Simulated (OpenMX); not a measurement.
The system is SiO2.

```xyz
12
Lattice="-2.8379 2.8379 5.6602 2.8379 -2.8379 5.6602 2.8379 2.8379 -5.6602" Properties=species:S:1:pos:R:3 pbc="T T T"
Si    0.7868    4.2568    1.4151
Si    4.2568    0.7868   -1.4151
Si   -1.4189    2.0511    4.2452
Si    2.0511   -1.4189    7.0753
O     0.0000    2.8379    1.5138
O     4.0745    1.2366    2.8301
O     1.6013   -1.2366    2.8301
O     0.0000    0.0000    1.3163
O     0.0000    0.0000   10.0042
O     0.0000    2.8379    4.1464
O     1.2366   -1.2366    5.6602
O    -1.2366    1.2366    5.6602
```

The cell comes from a database or a generator and needn't be the stable form of this composition.

- Program: OpenMX 3.8.5
- Task: single point
- Functional: PBE
- Potentials or basis: OpenMX 2013 PBE set, Si7.0-s2p2d1, O6.0-s2p2d1, grid cutoff 400 Ry
- k mesh: 7 × 7 × 7
- Occupations: fermi-dirac, width 0.05 eV
- Spin: no spin polarisation

On this cell: pressure 3.4 GPa; largest force 0.573 eV/Å; band gap on the k mesh 5.26 eV, direct.

The same run follows on a disturbed copy (atoms moved at random, drawn with an rms of 0.05 Å):

```xyz
12
Lattice="-2.8379 2.8379 5.6602 2.8379 -2.8379 5.6602 2.8379 2.8379 -5.6602" Properties=species:S:1:pos:R:3 pbc="T T T"
Si    0.7981    4.2593    1.4175
Si    4.2696    0.7655   -1.3884
Si   -1.3760    2.0164    4.2186
Si    2.0520   -1.4219    7.0386
O    -0.0023    2.8062    1.5407
O     4.0935    1.2559    2.8211
O     1.6452   -1.2521    2.8320
O    -0.0267   -0.0132    1.3052
O     0.0497    0.0171    9.9861
O     0.0259    2.8833    4.1143
O     1.2125   -1.2500    5.6513
O    -1.2556    1.1804    5.6466
```

**Question.** What changes?

**Answer.** The energy moves by +13.9 meV/atom; pressure 3.1 GPa; largest force 2.204 eV/Å; band gap on the k mesh 5.14 eV, direct.

Forces in eV/Å, atoms in the order of the input:
```
Si  -0.174 -0.710  0.441
Si   1.619  0.271 -1.429
Si  -0.209  1.072  1.103
Si  -0.051 -0.105  0.738
O    0.729  1.290 -0.221
O   -0.465 -1.103 -0.901
O   -0.093  0.359 -0.332
O    0.330 -0.501 -0.052
O   -0.054 -0.017  0.338
O   -1.752 -1.323  0.201
O   -0.392  0.789  0.507
O    0.558  0.031 -0.362
```

Caveats: an odd mesh through Γ misses points on the zone boundary, where band edges often lie; the basis of atomic orbitals isn't converged, which shifts pressures, moduli and gaps.
